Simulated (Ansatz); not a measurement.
Wanted: the native input for an Ansatz 0.2.0 run.

```yaml
Task: single point
Functional: PBE
Potentials_or_basis: Ansatz PAW
Cutoff: "420 eV (not typed: the program's choice for these potentials)"
k_mesh: 11 × 11 × 6
Occupations: gaussian, width 0.027 eV
Spin: no spin polarisation
```

Crystal: Ir.

```
Ir
1.0
     2.75138    0.00000    0.00000
    -1.37569    2.38276    0.00000
     0.00000    0.00000    4.46229
Ir
2
Direct
  0.33333 0.66667 0.25000
  0.66667 0.33333 0.75000
```

This isn't the form of Ir at room conditions, which is fcc.

The input as run:

input.yaml

```yaml
crystal:
  lattice:
    - [2.7513778946, 0.0, 0.0]
    - [-1.3756889473, 2.3827631521, 0.0]
    - [0.0, 0.0, 4.46229]
  atoms:
    - { symbol: Ir, position: [0.3333333333, 0.6666666667, 0.25] }
    - { symbol: Ir, position: [0.6666666667, 0.3333333333, 0.75] }
hamiltonian:
  xc: pbe
  pseudopotentials: { kind: paw }
kpoints:
  mp_grid: { grid: [11, 11, 6] }
scf:
  occupations: { method: gaussian, width: 0.027 }
output:
  forces: true
  stress: true
  eigenvalues: true
```

Potentials or basis: Ansatz PAW.

Launch:

```bash
$ ansatz run input.yaml --threads 2 --pin off --max-ram 5632MiB --backend cpu --events-out ev --progress --plain --runs-dir out
```

It gave:

The pressure is -1.4 GPa and the band gap on the k mesh is none (metal or under the smearing width).

Wall time 0.87 s on 2 threads of Arm Neoverse V2 (shared host), peak memory 0.3 GiB.
